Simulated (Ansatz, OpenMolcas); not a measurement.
## C3H6O (acetone): from total energies to a heat of formation

C3H6O: 10 atoms, total charge 0, spin state singlet. As SMILES, `CC(C)=O`. Geometry: relaxed at PBE0-D4/def2-TZVP.

Total energies at B3LYP/6-31G* (spherical functions) (OpenMolcas 26.06); the atoms run unrestricted:

```tsv
species	state	energy (Eh)
C3H6O	singlet	-193.151593
C	triplet	-37.844694
O	triplet	-75.059404
H	doublet	-0.500273
```

Harmonic wavenumbers at PBE0-D4/def2-TZVP, in cm⁻¹: 44, 133, 378, 490, 537, 805, 873, 889, 1079, 1115, 1245, 1375, 1385, 1449, 1454, 1460, 1478, 1827, 3049, 3055, 3115, 3121, 3172, 3173.

Measured heats of formation of the gaseous atoms at 298.15 K, in kJ/mol: C 716.9, O 249.2, H 218.0. Spin-orbit lowering of the atoms at 298 K (mean of the ground term's levels less their thermal mean, from spectra), in kJ/mol: C 0.02, O 0.40. Take 1 Eh = 2625.50 kJ/mol, 1 cm⁻¹ = 0.0119627 kJ/mol, RT = 2.479 kJ/mol.

Question: Work out the heat of formation of the gas at 298 K.

Answer: 
1. Electronic atomisation energy: 3 × (-37.844694) + (-75.059404) + 6 × (-0.500273) − (-193.151593) = 1.556469 Eh = 4086.5 kJ/mol.
2. Zero-point energy: half the sum of the wavenumbers, 18350.5 cm⁻¹ = 219.5 kJ/mol.
3. Thermal vibrational enthalpy, Σ hcν̃/(exp(hcν̃/kT) − 1): 6.8 kJ/mol. Translation, rotation and pV of a non-linear molecule: 4 RT = 9.9 kJ/mol.
4. The 10 free atoms carry 5/2 RT each: 62.0 kJ/mol.
5. Spin-orbit coupling lowers the free atoms by 3 × 0.02 + 0.40 = 0.5 kJ/mol.
6. Atomisation enthalpy at 298 K: 4086.5 − 0.5 − 219.5 − 6.8 − 9.9 + 62.0 = 3911.8 kJ/mol.
7. Sum of the atoms' heats of formation: 3707.9 kJ/mol. Heat of formation: 3707.9 − 3911.8 = -203.9 kJ/mol.

The tabulated value is -216.1 kJ/mol (Active Thermochemical Tables), so this level is off by +12.2 kJ/mol, or 0.3 % of the atomisation enthalpy. Anharmonicity and any spin-orbit splitting of the molecule are left out.
